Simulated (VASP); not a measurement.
A run of VASP 6.6.1 is set up as follows.

File INCAR:

```
SYSTEM = ZrO2
PREC = Accurate ; ENCUT = 520
EDIFF = 1E-6 ; ISMEAR = 0
SIGMA = 0.02 ; LREAL = .False.
LASPH = .True. ; NELM = 80
ALGO = Normal ; ISIF = 2
LWAVE = .False. ; LCHARG = .False.
METAGGA = R2SCAN ; LMIXTAU = .True.
```

KPOINTS

```
regular mesh
0
Gamma
  8 8 8
  0 0 0
```

POSCAR

```
ZrO2
1.0
    0.0000000000      2.5328900000      2.5328900000
    2.5328900000      0.0000000000      2.5328900000
    2.5328900000      2.5328900000      0.0000000000
Zr O
1 2
Direct
    0.0000000000      0.0000000000      0.0000000000
    0.2500000000      0.2500000000      0.2500000000
    0.7500000000      0.7500000000      0.7500000000
```

Potentials or basis: VASP PAW PBE potentials, release 64 (Zr_sv, O).

Command:

```bash
$ cat potpaw_PBE.64/Zr_sv/POTCAR potpaw_PBE.64/O/POTCAR > POTCAR
$ mpirun -np 1 vasp_std > vasp.out
```

Q: Predict the band gap on the k mesh.

A: 3.91 eV, indirect (least direct gap 4.33 eV).

Q: Predict the pressure.

A: 4.1 GPa.

Caveat: the PAW data sets were made with another functional, which shifts forces and pressure a little. A k mesh can miss the band edges.
